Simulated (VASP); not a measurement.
# Cu (I4/mmm) in VASP: further runs

One crystal, Cu, is run at these levels: r2SCAN, r2SCAN+rVV10; tasks: relaxation of cell and atoms.

Program: VASP 6.6.1. These are calculated values, not measurements. Logs are shortened: lines on timing, memory, paths and dates and some standing lists are left out, and cuts for length are marked.

**1. The structure**

Symmetry: I4/mmm, No. 139, tetragonal system. The conventional cell has a = 2.886 Å, b = 2.886 Å, c = 2.752 Å, α = 90.00°, β = 90.00°, γ = 90.00°. Cu (site symmetry 4/mmm) is surrounded by 10 Cu at 2.46 to 2.75 Å.

This isn't the form of Cu at room conditions, which is fcc.

**2. Relaxation of cell and atoms, r2SCAN**

Input file INCAR:

```
PREC     = Accurate       # precision mode
ENCUT    = 600            # plane-wave cutoff, eV
EDIFF    = 1E-7           # SCF threshold, eV
ISMEAR   = 0              # smearing method
SIGMA    = 0.1            # smearing width, eV
LREAL    = F              # projectors in reciprocal space
LASPH    = T              # aspherical terms in the spheres
NELM     = 80             # most SCF steps
ALGO     = Normal         # electronic algorithm
ISIF     = 3              # what is computed and relaxed
LWAVE    = F              # write WAVECAR
LCHARG   = F              # write CHGCAR
METAGGA  = R2SCAN         # meta-GGA
LMIXTAU  = T            
IBRION   = 2              # ionic algorithm
NSW      = 90             # ionic steps
EDIFFG   = -0.005         # ionic threshold
```

Input file KPOINTS:

```
regular mesh
0
Gamma
  20 20 20
```

Input file POSCAR:

```
Cu
1.0
   -1.4427933200      1.4427933200      1.3760814500
    1.4427933200     -1.4427933200      1.3760814500
    1.4427933200      1.4427933200     -1.3760814500
Cu
1
Direct
    0.0000000000      0.0000000000      0.0000000000
```

Potentials or basis: VASP PAW PBE potentials, release 64 (Cu).

Command:

```bash
$ cat potpaw_PBE.64/Cu/POTCAR > POTCAR
$ mpirun -np 1 vasp_std > vasp.out
```

OUTCAR:

```text
PREC = Accurate
   ENCUT = 600
   EDIFF = 1E-7
   ISMEAR = 0
   LREAL = F
   LASPH = T
   NELM = 80
   ISIF = 3
   METAGGA = R2SCAN
   IBRION = 2
   NSW = 90
   EDIFFG = -0.005

 ion  position               nearest neighbor table
   1  0.000  0.000  0.000-

  LATTYP: Found a body centered tetragonal cell.
 ALAT       =     2.8855866400
 C/A-ratio  =     0.9537620052

  Lattice vectors:

 A1 = (  -1.4427933200,   1.4427933200,   1.3760814500)
 A2 = (   1.4427933200,  -1.4427933200,   1.3760814500)
 A3 = (   1.4427933200,   1.4427933200,  -1.3760814500)

Analysis of symmetry for initial positions (statically):
=====================================================================
 Subroutine PRICEL returns:
 Original cell was already a primitive cell.

 Routine SETGRP: Setting up the symmetry group for a
 body centered tetragonal supercell.

 Subroutine GETGRP returns: Found 16 space group operations
 (whereof 16 operations were pure point group operations)
 out of a pool of 16 trial point group operations.

The static configuration has the point symmetry D_4h.

Analysis of symmetry for dynamics (positions and initial velocities):
=====================================================================
 Subroutine PRICEL returns:
 Original cell was already a primitive cell.

 Routine SETGRP: Setting up the symmetry group for a
 body centered tetragonal supercell.

 Subroutine GETGRP returns: Found 16 space group operations
 (whereof 16 operations were pure point group operations)
 out of a pool of 16 trial point group operations.

The dynamic configuration has the point symmetry D_4h.

 Subroutine INISYM returns: Found 16 space group operations
 (whereof 16 operations are pure point group operations),
 and found     1 'primitive' translations

----------------------------------------------------------------------------------------

                                     Primitive cell

  volume of cell :      11.4581

  direct lattice vectors                    reciprocal lattice vectors
    -1.442793320  1.442793320  1.376081450     0.000000000  0.346549983  0.363350585
     1.442793320 -1.442793320  1.376081450     0.346549983  0.000000000  0.363350585
     1.442793320  1.442793320 -1.376081450     0.346549983  0.346549983  0.000000000

  length of vectors
     2.461078074  2.461078074  2.461078074     0.502116060  0.502116060  0.490095685

  position of ions in fractional coordinates (direct lattice)
     0.000000000  0.000000000  0.000000000
[... 95 lines left out ...]
     AMIX     =   0.40;   BMIX     =  1.00
     AMIX_MAG =   1.60;   BMIX_MAG =  1.00
  volume/ion in A,a.u.               =      11.46        77.32
  Fermi-wavevector in a.u.,A,eV,Ry     =   1.614984  3.051878 35.486359  2.608174
  Thomas-Fermi vector in A             =   2.709805
   LORBIT       =      0    0 simple, 1 ext, 2 COOP (PROOUT), +10 PAW based schemes
   METAGGA = R2SCAN    functional components
   LHFCALC =     F    Hartree Fock is set to
   AEXX    =    0.0000 exact exchange contribution
   IVDW    =     0    specifies the selected vdW correction
   LEPSILON=     F    determine dielectric tensor
   LRPA    =     F    only Hartree local field effects (RPA)
 conjugate gradient relaxation of ions
 non-spin polarized calculation
 Gauss-broadening in eV      SIGMA  =   0.10
  energy-cutoff  :      600.00
  volume of cell :       11.46
 maximum number of plane-waves:       400
   NGX =  9   NGY =  9   NGZ =  9

--------------------------------------- Ionic step        1  -------------------------------------------

 number of electron      11.0000000 magnetization

 Free energy of the ion-electron system (eV)
  ---------------------------------------------------
  ext. energy  EPLUGINS =         0.00000000
  ---------------------------------------------------
  free energy    TOTEN  =       -10.78999207 eV

  energy without entropy =      -10.78769854  energy(sigma->0) =      -10.78884530

------------------------ aborting loop because EDIFF is reached ----------------------------------------

  FORCE on cell =-STRESS in cart. coord.  units (eV):
  Direction    XX          YY          ZZ          XY          YZ          ZX
  --------------------------------------------------------------------------------------
  -------------------------------------------------------------------------------------
  Total        0.0774004      0.0774004      0.0587996      0.0000000     -0.0000000      0.0000000
  in kB       10.8228387     10.8228387      8.2219007      0.0000000     -0.0000000      0.0000000
  external PRESSURE =       9.9558594 kB  Pullay stress =       0.0000000 kB
[... 232 lines left out ...]
--------------------------------------- Ionic step        8  -------------------------------------------

 number of electron      11.0000001 magnetization

 Free energy of the ion-electron system (eV)
  ---------------------------------------------------
  ext. energy  EPLUGINS =         0.00000000
  ---------------------------------------------------
  free energy    TOTEN  =       -10.79029383 eV

  energy without entropy =      -10.78799840  energy(sigma->0) =      -10.78914612

 E-fermi :   7.6886     XC(G=0): -13.9101

 val. band max:        7.6873712321   @ k =  -0.2500   0.4000   0.2000
 cond. band min:       7.6910767238   @ k =   0.2000   0.1500   0.1500
 fundamental gap:      0.0037054917
 Fermi energy:         7.6886102744

 k-point     1 :       0.0000    0.0000    0.0000
  band No.  band energies     occupation
      1      -2.1603      2.00000
      2       4.2554      2.00000
      3       4.4865      2.00000
      4       4.4867      2.00000
      5       5.3085      2.00000
      6       5.5502      2.00000
      7      33.3584      0.00000
      8      33.3584      0.00000
      9      34.9568      0.00000
[... 265 lines left out ...]
 k-point    24 :      -0.3500    0.0500    0.0000
  band No.  band energies     occupation
      1       1.5157      2.00000
      2       3.7772      2.00000
      3       4.5090      2.00000
      4       5.3927      2.00000
      5       5.5229      2.00000
      6       5.7731      2.00000
      7      18.6851      0.00000
      8      25.9133      0.00000
      9      27.6130      0.00000

 [... further k-points ...]

------------------------ aborting loop because EDIFF is reached ----------------------------------------

  FORCE on cell =-STRESS in cart. coord.  units (eV):
  Direction    XX          YY          ZZ          XY          YZ          ZX
  --------------------------------------------------------------------------------------
  -------------------------------------------------------------------------------------
  Total       -0.0003710     -0.0003710      0.0014260      0.0000000      0.0000000      0.0000000
  in kB       -0.0515466     -0.0515466      0.1981278      0.0000000      0.0000000      0.0000000
  external PRESSURE =       0.0316782 kB  Pullay stress =       0.0000000 kB
[... 16 lines left out ...]
  FREE ENERGIE OF THE ION-ELECTRON SYSTEM (eV)
  ---------------------------------------------------
  free  energy   TOTEN  =       -10.7902938344 eV

  energy  without entropy=      -10.7879983976  energy(sigma->0) =      -10.78914612

 reached required accuracy - stopping structural energy minimisation
```

OSZICAR:

```text
N       E                     dE             d eps       ncg     rms          rms(c)
DAV:   1     0.314873649955E+02    0.31487E+02   -0.63626E+03 11867   0.235E+03
DAV:   2    -0.127807364994E+02   -0.44268E+02   -0.42285E+02 11684   0.213E+02
DAV:   3    -0.133214293997E+02   -0.54069E+00   -0.53915E+00 13125   0.340E+01
DAV:   4    -0.133260831045E+02   -0.46537E-02   -0.46530E-02 13491   0.289E+00
[... 81 lines left out ...]
DAV:   6    -0.107902927504E+02    0.29471E-06   -0.40680E-07 12138   0.259E-02    0.136E-03
DAV:   7    -0.107902941661E+02   -0.14157E-05   -0.60544E-07 12349   0.859E-03    0.231E-04
DAV:   8    -0.107902939825E+02    0.18354E-06   -0.83525E-09  6023   0.152E-03    0.113E-04
DAV:   9    -0.107902938760E+02    0.10653E-06   -0.46955E-09  5788   0.128E-03    0.756E-05
DAV:  10    -0.107902938344E+02    0.41582E-07   -0.15035E-09  5782   0.962E-04
   8 F= -.10790294E+02 E0= -.10789146E+02  d E =-.465772E-04
```

It took 32 min on 1 thread of Intel Xeon Platinum 8375C at 2.90GHz (Ice Lake), shared host; peak memory 0.23 GiB.

What came out:

```
Free energy                            : -10.7903 eV
Relaxed volume                         : 11.53 Å³/atom
Relaxed cell                           : a = 2.467 Å, b = 2.467 Å, c = 2.467 Å, α = 107.99°, β = 107.99°, γ = 112.48°
Space group after relaxing (to 0.05 Å) : I4/mmm (No. 139)
Energy gained by relaxing              : 0.3 meV/atom
Ionic steps                            : 8
Pressure after relaxing                : 0.0 GPa
Band gap on the k mesh                 : none (metal or under the smearing width)
```

The path:
```
step  energy change (eV)  largest force (eV/Å)  pressure (GPa)  volume (Å³)
   1              0.0000                0.0000            1.00        11.46
   2             -0.0002                0.0000           -0.63        11.58
   3             -0.0003                0.0000           -0.08        11.54
   4             -0.0003                0.0000           -0.02        11.53
   5             -0.0003                0.0000            0.02        11.53
   6             -0.0003                0.0000            0.00        11.53
   7             -0.0003                0.0000            0.00        11.53
   8             -0.0003                0.0000            0.00        11.53
```

Final structure:
```
CELL_PARAMETERS angstrom
-1.45015 1.45015 1.37086
1.45015 -1.45015 1.37086
1.45015 1.45015 -1.37086
ATOMIC_POSITIONS crystal
Cu 0.00000 0.00000 0.00000
```

Caveat: the PAW data sets were made with another functional, which shifts forces and pressure a little.

**3. Relaxation of cell and atoms, r2SCAN+rVV10**

Edit INCAR of step 2 so:

```diff
@@ -14,2 +14,6 @@
 LMIXTAU  = T            
+LUSE_VDW = T            
+IVDW_NL  = 2            
+BPARAM   = 11.95        
+CPARAM   = 0.0093       
 IBRION   = 2              # ionic algorithm
```

KPOINTS is that of step 2.

POSCAR is that of step 2.

Potentials or basis: VASP PAW PBE potentials, release 64 (Cu).

Command:

```bash
$ cat potpaw_PBE.64/Cu/POTCAR > POTCAR
$ mpirun -np 1 vasp_std > vasp.out
```

OUTCAR:

```text
PREC = Accurate
   ENCUT = 600
   EDIFF = 1E-7
   ISMEAR = 0
   LREAL = F
   LASPH = T
   NELM = 80
   ISIF = 3
   METAGGA = R2SCAN
   IVDW_NL = 2
   BPARAM = 11.95
   IBRION = 2
   NSW = 90
   EDIFFG = -0.005

 ion  position               nearest neighbor table
   1  0.000  0.000  0.000-

  LATTYP: Found a body centered tetragonal cell.
 ALAT       =     2.8855866400
 C/A-ratio  =     0.9537620052

  Lattice vectors:

 A1 = (  -1.4427933200,   1.4427933200,   1.3760814500)
 A2 = (   1.4427933200,  -1.4427933200,   1.3760814500)
 A3 = (   1.4427933200,   1.4427933200,  -1.3760814500)

Analysis of symmetry for initial positions (statically):
=====================================================================
 Subroutine PRICEL returns:
 Original cell was already a primitive cell.

 Routine SETGRP: Setting up the symmetry group for a
 body centered tetragonal supercell.

 Subroutine GETGRP returns: Found 16 space group operations
 (whereof 16 operations were pure point group operations)
 out of a pool of 16 trial point group operations.

The static configuration has the point symmetry D_4h.

Analysis of symmetry for dynamics (positions and initial velocities):
=====================================================================
 Subroutine PRICEL returns:
 Original cell was already a primitive cell.

 Routine SETGRP: Setting up the symmetry group for a
 body centered tetragonal supercell.

 Subroutine GETGRP returns: Found 16 space group operations
 (whereof 16 operations were pure point group operations)
 out of a pool of 16 trial point group operations.

The dynamic configuration has the point symmetry D_4h.

 Subroutine INISYM returns: Found 16 space group operations
 (whereof 16 operations are pure point group operations),
 and found     1 'primitive' translations

[... 134 lines left out ...]

 number of electron      11.0000000 magnetization

 Free energy of the ion-electron system (eV)
  ---------------------------------------------------
  ext. energy  EPLUGINS =         0.00000000
  ---------------------------------------------------
  free energy    TOTEN  =       -10.50009911 eV

  energy without entropy =      -10.49781450  energy(sigma->0) =      -10.49895680

------------------------ aborting loop because EDIFF is reached ----------------------------------------

  FORCE on cell =-STRESS in cart. coord.  units (eV):
  Direction    XX          YY          ZZ          XY          YZ          ZX
  --------------------------------------------------------------------------------------
  -------------------------------------------------------------------------------------
  Total       -0.0507200     -0.0507200     -0.0687598      0.0000000      0.0000000      0.0000000
  in kB       -7.0921378     -7.0921378     -9.6146286      0.0000000      0.0000000      0.0000000
  external PRESSURE =      -7.9329681 kB  Pullay stress =       0.0000000 kB
[... 232 lines left out ...]
--------------------------------------- Ionic step        8  -------------------------------------------

 number of electron      11.0000003 magnetization

 Free energy of the ion-electron system (eV)
  ---------------------------------------------------
  ext. energy  EPLUGINS =         0.00000000
  ---------------------------------------------------
  free energy    TOTEN  =       -10.50025085 eV

  energy without entropy =      -10.49799008  energy(sigma->0) =      -10.49912047

 E-fermi :   7.8109     XC(G=0): -14.0138

 val. band max:        7.8080022518   @ k =   0.3000   0.1000   0.1000
 cond. band min:       7.8157416695   @ k =  -0.2500   0.4000   0.2000
 fundamental gap:      0.0077394176
 Fermi energy:         7.8109140410

 k-point     1 :       0.0000    0.0000    0.0000
  band No.  band energies     occupation
      1      -2.1428      2.00000
      2       4.3485      2.00000
      3       4.5761      2.00000
      4       4.5762      2.00000
      5       5.4202      2.00000
      6       5.6584      2.00000
      7      33.6075      0.00000
      8      33.6075      0.00000
      9      35.1511      0.00000
[... 265 lines left out ...]
 k-point    24 :      -0.3500    0.0500    0.0000
  band No.  band energies     occupation
      1       1.5591      2.00000
      2       3.8583      2.00000
      3       4.5922      2.00000
      4       5.4996      2.00000
      5       5.6341      2.00000
      6       5.8867      2.00000
      7      18.8684      0.00000
      8      26.1635      0.00000
      9      27.8764      0.00000

 [... further k-points ...]

------------------------ aborting loop because EDIFF is reached ----------------------------------------

  FORCE on cell =-STRESS in cart. coord.  units (eV):
  Direction    XX          YY          ZZ          XY          YZ          ZX
  --------------------------------------------------------------------------------------
  -------------------------------------------------------------------------------------
  Total       -0.0003748     -0.0003748      0.0018508      0.0000000     -0.0000000      0.0000000
  in kB       -0.0526524     -0.0526524      0.2600236      0.0000000     -0.0000000      0.0000000
  external PRESSURE =       0.0515729 kB  Pullay stress =       0.0000000 kB
[... 16 lines left out ...]
  FREE ENERGIE OF THE ION-ELECTRON SYSTEM (eV)
  ---------------------------------------------------
  free  energy   TOTEN  =       -10.5002508521 eV

  energy  without entropy=      -10.4979900832  energy(sigma->0) =      -10.49912047

 reached required accuracy - stopping structural energy minimisation
```

CONTCAR:

```text
Cu
   1.00000000000000
    -1.4439392966717772    1.4439392966717772    1.3674202336184089
     1.4439392966717772   -1.4439392966717772    1.3674202336184089
     1.4439392966717772    1.4439392966717772   -1.3674202336184089
  Cu
     1
Direct
     0.0000000000000000    0.0000000000000000    0.0000000000000000

  0.00000000E+00  0.00000000E+00  0.00000000E+00
```

It took 33 min on 1 thread of Intel Xeon Platinum 8375C at 2.90GHz (Ice Lake), shared host; peak memory 0.27 GiB.

Results:

```
Free energy                            : -10.5003 eV
Relaxed volume                         : 11.40 Å³/atom
Relaxed cell                           : a = 2.458 Å, b = 2.458 Å, c = 2.458 Å, α = 108.03°, β = 108.03°, γ = 112.38°
Space group after relaxing (to 0.05 Å) : I4/mmm (No. 139)
Energy gained by relaxing              : 0.2 meV/atom
Ionic steps                            : 8
Pressure after relaxing                : 0.0 GPa
Band gap on the k mesh                 : none (metal or under the smearing width)
```

The path:
```csv
step,energy change (eV),largest force (eV/Å),pressure (GPa),volume (Å³)
1,0.0000,0.0000,-0.79,11.46
2,0.0000,0.0000,0.56,11.36
3,-0.0001,0.0000,-0.08,11.41
4,-0.0001,0.0000,0.02,11.40
5,-0.0001,0.0000,-0.02,11.40
6,-0.0001,0.0000,0.00,11.40
7,-0.0001,0.0000,-0.01,11.40
8,-0.0002,0.0000,0.01,11.40
```

Final structure:
```
Cu
1.0
    -1.44394    1.44394    1.36742
     1.44394   -1.44394    1.36742
     1.44394    1.44394   -1.36742
Cu
1
Direct
  0.00000 0.00000 0.00000
```

Caveat: the PAW data sets were made with another functional, which shifts forces and pressure a little.
